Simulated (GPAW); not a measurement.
# MoS2 (Fm-3m) in GPAW: notebook

The runs below take MoS2 through single point, with PBE+U.

Program: GPAW 26.7.0. These are calculated values, not measurements. Logs are shortened: lines on timing, memory, paths and dates and some standing lists are left out, and cuts for length are marked. The log counts tension as positive stress, the text compression.

## (1) The structure

Symmetry: Fm-3m, No. 225, cubic system. Conventional cell: a = 5.992 Å, b = 5.992 Å, c = 5.992 Å, α = 90.00°, β = 90.00°, γ = 90.00°. Mo (site symmetry m-3m) has 8 S at 2.59 Å as nearest neighbours. Around S (site symmetry -43m) lie 4 Mo at 2.59 Å.

Measurements of this composition are mostly on another form, of space group No. 194.

## (2) Single point, PBE+U, collinear spin, random start

Input file run.py:

```python
from ase import Atoms
from ase.dft.bandgap import bandgap
from ase.io import write
from ase.units import GPa
from gpaw import GPAW, PW

atoms = Atoms(['Mo', 'S', 'S'],
              cell=[[0.0, 2.99595142, 2.99595142],
                    [2.99595142, 0.0, 2.99595142],
                    [2.99595142, 2.99595142, 0.0]],
              scaled_positions=[[0.0, 0.0, 0.0],
                                [0.25, 0.25, 0.25],
                                [0.75, 0.75, 0.75]],
              pbc=True)
atoms.set_initial_magnetic_moments([-0.4, 0.0, 0.0])

calc = GPAW(mode=PW(600),
            xc='PBE',
            kpts={'size': (6, 6, 6), 'gamma': True},
            occupations={'name': 'methfessel-paxton', 'order': 0, 'width': 0.05},
            setups={'Mo': ':d,5.0'},
            nbands=25,
            convergence={'density': 1e-05, 'energy': 1e-05},
            maxiter=150,
            txt='gpaw.txt')
atoms.calc = calc
energy = atoms.get_potential_energy()
forces = atoms.get_forces()
stress = atoms.get_stress()
calc.write('gs.gpw')
write('result.traj', atoms)
print(f'Energy: {energy:.6f} eV')
print('Forces (eV/A):')
print(forces.round(4))
print('Stress (GPa):', (stress / GPa).round(3))
print('Moments:', calc.get_magnetic_moments().round(3))
print('Fermi level:', round(calc.get_fermi_level(), 4), 'eV')
print(f'Gap: {bandgap(calc)[0]:.4f} eV, direct: {bandgap(calc, direct=True)[0]:.4f} eV')
```

Potentials or basis: GPAW PAW data sets (gpaw-data 1.2.1), pw.

On the command line:

```console
> OMP_NUM_THREADS=1 python run.py
```

gpaw.txt:

```text
__  _  _
 | _ |_)|_||  |
 |__||  | ||/\| - 26.7.0

Input parameters:
  mode=PW(ecut=600.0),
  convergence={'density': 1e-05, 'energy': 1e-05},
  kpts=MonkhorstPack(size=(6, 6, 6), gamma=True),
  maxiter=150,
  nbands=25,
  occupations=Occupations(name='methfessel-paxton', order=0, width=0.05),
  setups={'Mo': ':d,5.0'},
  xc=XC(name='PBE')

Diagonalizing LCAO Hamiltonian
Converting LCAO to pw mode

                     S

            S

       Mo

Atoms  # Å, Bohr magnetons
|   | symbol |        x |        y |        z |    initial magnetic moments |
|---|--------|----------|----------|----------|-----------------------------|
| 0 |     Mo | 0.000000 | 0.000000 | 0.000000 | ( 0.0000,  0.0000, -0.4000) |
| 1 |      S | 1.497976 | 1.497976 | 1.497976 | ( 0.0000,  0.0000,  0.0000) |
| 2 |      S | 4.493927 | 4.493927 | 4.493927 | ( 0.0000,  0.0000,  0.0000) |

Unit cell  # Å
| periodic |        x |        y |        z |  lengths |    angles |
|----------|----------|----------|----------|----------|-----------|
|      yes | 0.000000 | 2.995951 | 2.995951 | 4.236915 | 60.000000 |
|      yes | 2.995951 | 0.000000 | 2.995951 | 4.236915 | 60.000000 |
|      yes | 2.995951 | 2.995951 | 0.000000 | 4.236915 | 60.000000 |

Number of symmetries: 48
Symmetry operations  # r_c * U_cc + t_c -> r_c
|    | kind |            matrix            |
|----|------|------------------------------|
|  0 |  σ   |  1, 0, 0,  1, 0,-1,  1,-1, 0 |
|  1 |  C2  |  1, 0, 0,  1,-1, 0,  1, 0,-1 |
|  2 |  E   |  1, 0, 0,  0, 1, 0,  0, 0, 1 |
|  3 |  σ   |  1, 0, 0,  0, 0, 1,  0, 1, 0 |
|  4 |  C4  |  1, 0,-1,  1, 0, 0,  1,-1, 0 |
|  5 |  S6  |  1, 0,-1,  1,-1, 0,  1, 0, 0 |
|  6 |  σ   |  1, 0,-1,  0, 1,-1,  0, 0,-1 |
|  7 |  C3  |  1, 0,-1,  0, 0,-1,  0, 1,-1 |
|  8 |  S6  |  1,-1, 0,  1, 0, 0,  1, 0,-1 |
|  9 |  C4  |  1,-1, 0,  1, 0,-1,  1, 0, 0 |
| 10 |  C3  |  1,-1, 0,  0,-1, 1,  0,-1, 0 |
| 11 |  σ   |  1,-1, 0,  0,-1, 0,  0,-1, 1 |
| 12 |  σ   |  0, 1, 0,  1, 0, 0,  0, 0, 1 |
| 13 |  C4  |  0, 1, 0,  0, 1,-1, -1, 1, 0 |
| 14 |  C3  |  0, 1, 0,  0, 0, 1,  1, 0, 0 |
| 15 |  S6  |  0, 1, 0, -1, 1, 0,  0, 1,-1 |
| 16 |  C2  |  0, 1,-1,  1, 0,-1,  0, 0,-1 |
| 17 |  σ   |  0, 1,-1,  0, 1, 0, -1, 1, 0 |
| 18 |  S4  |  0, 1,-1,  0, 0,-1,  1, 0,-1 |
| 19 |  C4  |  0, 1,-1, -1, 1, 0,  0, 1, 0 |
| 20 |  C3  |  0, 0, 1,  1, 0, 0,  0, 1, 0 |
| 21 |  σ   |  0, 0, 1,  0, 1, 0,  1, 0, 0 |
| 22 |  S6  |  0, 0, 1,  0,-1, 1, -1, 0, 1 |
| 23 |  C4  |  0, 0, 1, -1, 0, 1,  0,-1, 1 |
| 24 |  S4  |  0, 0,-1,  1, 0,-1,  0, 1,-1 |
| 25 |  C3  |  0, 0,-1,  0, 1,-1,  1, 0,-1 |
| 26 |  C2  |  0, 0,-1,  0,-1, 0, -1, 0, 0 |
| 27 |  S6  |  0, 0,-1, -1, 0, 0,  0,-1, 0 |
| 28 |  S4  |  0,-1, 1,  1,-1, 0,  0,-1, 0 |
| 29 |  C4  |  0,-1, 1,  0, 0, 1, -1, 0, 1 |
| 30 |  C2  |  0,-1, 1,  0,-1, 0,  1,-1, 0 |
| 31 |  σ   |  0,-1, 1, -1, 0, 1,  0, 0, 1 |
| 32 |  C3  |  0,-1, 0,  1,-1, 0,  0,-1, 1 |
| 33 |  S6  |  0,-1, 0,  0, 0,-1, -1, 0, 0 |
| 34 |  S4  |  0,-1, 0,  0,-1, 1,  1,-1, 0 |
| 35 |  C2  |  0,-1, 0, -1, 0, 0,  0, 0,-1 |
[... 118 lines left out ...]

density mixing:
  MSR1-Mixer
  Pratt-step length: 0.05
  Maximum mixing coefficient: 0.75
  Old densities: 10
  SVD Regularization: 0.005
  Good broyden scale: 1.0
  Trust region scale: 1.0
  Backstep threshold: 4.0
  History deletion threshold: 6.0
  Fourier metric: weight=20.0, sigma=0.015

occupation numbers:
  Methfessel-Paxton:
    width: 0.0500  # eV
    order: 0

poisson solver:
  ecut: 4800.0  # eV

xc functional:
  name: PBE with 2 nearest neighbor stencil

convergence criteria:
- Maximum integral of absolute [dens]ity change: 1e-05 electrons / valence electron
- Maximum [total energy] change in last 3 cyles: 1e-05 eV / valence electron
- Maximum integral of absolute [eigenst]ate change: 4e-08 eV^2 / valence electron
maximum number of iterations: 150

SCF iterations
|iter     | |      energy | eigst |  dens |  magmom |
|---------|-|-------------|-------|-------|---------|
|iter:   1| |  -14.482785 | +0.28 |       |  -0.3938|
|iter:   2| |  -14.183580 | -1.70 | -0.95 |  -0.4148|
|iter:   3| |  -14.772777 | -1.34 | -0.99 |  -0.8434|
|iter:   4| |  -15.735157 | -2.46 | -1.14 |  -1.2832|
|iter:   5| |  -16.626171 | -1.77 | -1.24 |  -1.9778|
|iter:   6| |  -16.608501 | -3.08 | -1.52 |  -1.7620|
|iter:   7| |  -16.759903 | -2.77 | -1.65 |  -1.9761|
|iter:   8| |  -16.782000 | -3.21 | -1.90 |  -1.9677|
|iter:   9| |  -16.817286 | -3.08 | -1.98 |  -2.0542|
|iter:  10| |  -16.830126 | -3.40 | -2.27 |  -2.0381|
|iter:  11| |  -16.834432 | -3.50 | -2.52 |  -2.0439|
|iter:  12| |  -16.834428 | -5.03 | -2.53 |  -2.0543|
|iter:  13| |  -16.834572c| -4.35 | -2.71 |  -2.0774|
|iter:  14| |  -16.834529c| -5.05 | -2.93 |  -2.0896|
|iter:  15| |  -16.834547c| -6.27 | -3.42 |  -2.0862|
|iter:  16| |  -16.834544c| -7.51c| -4.47 |  -2.0862|
|iter:  17| |  -16.834545c| -7.77c| -4.93 |  -2.0863|
|iter:  18| |  -16.834544c| -8.70c| -5.45c|  -2.0864|

Converged in 18 steps
Energy contributions relative to reference atoms: (reference = -131849.312427)

Energy contributions:
  Kinetic:          17.287796
  Coulomb:         -18.026953
  Zero:             -0.451959
  External:          0.000000
  Xc:              -15.642397
  Entropy:          -0.002063
  Spinorbit:         0.000000
  ----------------------------
  Free energy:     -16.835576
  Extrapolated:    -16.834544

dipole moment: (-22.180928, -22.180928, -22.180928)  # |e|*Ang

Total magnetic moment: (0.000000, 0.000000, -2.086354)

Local magnetic moments
|        x |        y |         z |
|----------|----------|-----------|
| 0.000000 | 0.000000 | -2.616207 |  # Mo   0
| 0.000000 | 0.000000 |  0.269770 |  # S    1
| 0.000000 | 0.000000 |  0.269770 |  # S    2

Fermi level: 8.799
Eigenvalues  # (at kpt = [0.000, 0.000, 0.000])
| band index |      eig [eV] | occ [0-1] |      eig [eV] | occ [0-1] |
|------------|---------------|-----------|---------------|-----------|
|          0 |       -51.724 |     1.000 |       -53.527 |     1.000 |
|        ... |               |           |               |           |
|          5 |        -2.579 |     1.000 |        -2.101 |     1.000 |
|          6 |         3.226 |     1.000 |         2.407 |     1.000 |
|          7 |         3.226 |     1.000 |         2.407 |     1.000 |
|          8 |         3.226 |     1.000 |         2.407 |     1.000 |
|          9 |         7.714 |     1.000 |         3.165 |     1.000 |
|         10 |         7.714 |     1.000 |         3.165 |     1.000 |
[... 8 lines left out ...]
|         19 |        14.303 |     0.000 |        13.281 |     0.000 |
|         20 |        14.513 |     0.000 |        14.119 |     0.000 |
|        ... |               |           |               |           |
|         24 |        25.562 |     0.000 |        25.705 |     0.000 |

No gap
No difference between direct/indirect transitions

Forces  # eV/Ang
|        x |        y |        z |
|----------|----------|----------|
| -0.00000 |  0.00000 |  0.00000 |  # Mo   0
| -0.00000 | -0.00000 |  0.00000 |  # S    1
|  0.00000 | -0.00000 | -0.00000 |  # S    2

Stress tensor  # eV/Ang^3
|         x |         y |         z |
|-----------|-----------|-----------|
| -0.052376 | -0.000000 | -0.000000 |
| -0.000000 | -0.052376 |  0.000000 |
| -0.000000 |  0.000000 | -0.052376 |

# Writing to gs.gpw (mode='')
```

stdout:

```text
Energy: -16.834544 eV
Forces (eV/A):
[[-0.  0.  0.]
 [-0. -0.  0.]
 [ 0. -0. -0.]]
Stress (GPa): [-8.391 -8.391 -8.391  0.    -0.    -0.   ]
Moments: [-2.616  0.27   0.27 ]
Fermi level: 8.7989 eV
Gap: 0.0000 eV, direct: 0.0000 eV
```

It took 55 s on 1 thread of Arm Neoverse V1, shared host; peak memory 0.18 GiB.

Results:

| Item | Value |
| --- | --- |
| Free energy | -16.8356 eV |
| Pressure | 8.4 GPa |
| Band gap on the k mesh | none (metal or under the smearing width) |
| Net moment | -2.09 μB per cell |
| Site moments | Mo -2.62; S +0.27 μB |

The state reached can hang on the start; a lower one may exist.

## (3) Single point, PBE+U, collinear spin, ferromagnetic start

Input file run.py:

```python
from ase.dft.bandgap import bandgap
from ase.io import read, write
from ase.units import GPa
from gpaw import GPAW, PW

atoms = read('MoS2.xyz')
atoms.set_initial_magnetic_moments([3.0, 0.0, 0.0])

calc = GPAW(mode=PW(600),
            xc='PBE',
            kpts={'size': (6, 6, 6), 'gamma': True},
            occupations={'name': 'methfessel-paxton', 'order': 0, 'width': 0.05, 'fixmagmom': True},
            setups={'Mo': ':d,2.0'},
            nbands=25,
            convergence={'density': 1e-05, 'energy': 1e-05},
            maxiter=150,
            txt='gpaw.txt')
atoms.calc = calc
energy = atoms.get_potential_energy()
forces = atoms.get_forces()
stress = atoms.get_stress()
calc.write('gs.gpw')
write('result.traj', atoms)
print(f'Energy: {energy:.6f} eV')
print('Forces (eV/A):')
print(forces.round(4))
print('Stress (GPa):', (stress / GPa).round(3))
print('Moments:', calc.get_magnetic_moments().round(3))
print('Fermi levels:', calc.get_fermi_levels().round(4), 'eV')
```

Input file MoS2.xyz:

```xyz
3
Lattice="0.0000000000 2.9959514200 2.9959514200 2.9959514200 0.0000000000 2.9959514200 2.9959514200 2.9959514200 0.0000000000" Properties=species:S:1:pos:R:3 pbc="T T T"
Mo     0.0000000000      0.0000000000      0.0000000000
S      1.4979757100      1.4979757100      1.4979757100
S      4.4939271300      4.4939271300      4.4939271300
```

Potentials or basis: GPAW PAW data sets (gpaw-data 1.2.1), pw.

On the command line:

```console
> OMP_NUM_THREADS=1 python run.py
```

Wall time 38 s (1 thread of Arm Neoverse V1, shared host); peak memory 0.18 GiB.

It converged, with:

```
Free energy  : -17.9617 eV
Pressure     : 5.9 GPa
Net moment   : 3.00 μB per cell
Site moments : Mo +2.39; S +0.05 μB
```

Caveat: the gap line of the log is wrong at fixed moment; the total moment is fixed, so each spin has its own Fermi level.
